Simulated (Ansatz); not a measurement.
## Ti in Ansatz: the effect of functional

The system is Ti.

```
Ti
1.0
     0.00000    2.01638    2.01638
     2.01638    0.00000    2.01638
     2.01638    2.01638    0.00000
Ti
1
Cartesian
  0.0000 0.0000 0.0000
```

This isn't the form of Ti at room conditions, which is hcp.

The cell isn't the ideal one: volume scaled by 0.98.

Alike in all runs:

* Program: Ansatz 0.2.0
* Task: single point
* Potentials or basis: Ansatz PAW
* k mesh: 11 × 11 × 11
* Occupations: fermi-dirac, width 0.05 eV
* Spin: no spin polarisation

```csv
functional,cutoff,pressure (GPa)
LDA,420 eV (not typed: the program's choice for these potentials),?
PBEsol,420 eV (not typed: the program's choice for these potentials),1.8
r2SCAN,500 eV (not typed: the program's choice for these potentials),6.8
```

Question: What does the run with functional LDA give?

Answer: Pressure -2.9 GPa.

Caveats: the PAW data sets come from PBE, with cores solved anew for the run's functional, which leaves a small shift of forces and pressure.
